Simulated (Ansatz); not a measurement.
# SnO: the cost of one run

Program: Ansatz 0.2.0. Level of theory: DFT PBE+D3(BJ), scalar-relativistic, plane waves, PAW. These are calculated values, not measurements.

2 further runs of the same task are left out: 1 that didn't finish, 1 set aside as unsound or not needed.

## (1) The starting structure

The cell holds 18 atoms (O9Sn9): a = 7.073 Å, b = 7.231 Å, c = 7.179 Å, α = 88.46°, β = 91.36°, γ = 86.08°.

It is the last frame of an earlier stage of the same melt, run at 2590 K.

The coordinates stand in the first input below.

## (2) Dynamics at 1440 K

One k point, a Fermi-Dirac width of 0.124 eV and a fixed cell.

Contents of input.yaml:

```yaml
crystal:
  lattice:
    - [7.068323, 0.244929, -0.08656]
    - [0.244929, 7.226276, 0.098557]
    - [-0.08656, 0.098557, 7.177885]
  atoms:
    - { symbol: Sn, position: [0.4139585123, 0.4236304333, 0.8000905301] }
    - { symbol: Sn, position: [0.9418455902, 0.9718951422, 0.8663814817] }
    - { symbol: Sn, position: [0.3706847533, 0.4395277346, 0.4329673854] }
    - { symbol: Sn, position: [0.0508082602, 0.9310021932, 0.4182347623] }
    - { symbol: Sn, position: [0.9973328928, 0.3030904427, 0.0863897677] }
    - { symbol: Sn, position: [0.5158800102, 0.1001787666, 0.1383289585] }
    - { symbol: Sn, position: [0.7019822782, 0.6012437357, 0.1873186751] }
    - { symbol: Sn, position: [0.5600086529, 0.9070762778, 0.6220295188] }
    - { symbol: Sn, position: [0.8196185607, 0.5146883969, 0.6516526509] }
    - { symbol: O, position: [0.8212863204, 0.1271606122, 0.2967586282] }
    - { symbol: O, position: [0.1542583173, 0.9171554513, 0.7067176254] }
    - { symbol: O, position: [0.590259558, 0.6693300468, 0.9467781099] }
    - { symbol: O, position: [0.0894446174, 0.382505538, 0.3787248268] }
    - { symbol: O, position: [0.2441696558, 0.1608735138, 0.1255282068] }
    - { symbol: O, position: [0.604954425, 0.2369204865, 0.9305224984] }
    - { symbol: O, position: [0.8258979882, 0.7835494797, 0.4704467261] }
    - { symbol: O, position: [0.9556740861, 0.5634139357, 0.899680394] }
    - { symbol: O, position: [0.290702487, 0.7777824439, 0.3380397473] }
  symmetry: { detect: false }
basis:
  ecutwfc: 420
  xc_grid: 1
kpoints:
  mp_grid: { grid: [1, 1, 1], shift: [0.25, 0.25, 0.25] }
hamiltonian:
  xc: pbe
  dispersion: d3bj
scf:
  occupations: { method: fermi_dirac, width: 0.1241 }
  lower_state_search: "off"
  convergence: { dr2_threshold: 1.0e-05 }
output:
  forces: true
  stress: true
md:
  timestep: 2.0
  n_steps: 122
  ensemble: nvt_langevin
  friction: 0.015
  temperature: 1440.0
  initial_velocities: maxwell_boltzmann
  seed: 77002
```

Command:

```sh
$ ansatz run input.yaml --threads 2 --pin off --max-ram 5120MiB --backend cpu --events-out ev --progress --plain --runs-dir out
```

**Question.** How long does this run take on 2 threads of Intel Xeon at 2.70GHz, shared host, and how much memory does it need?

About 5.5 min, with a peak of 0.57 GiB.
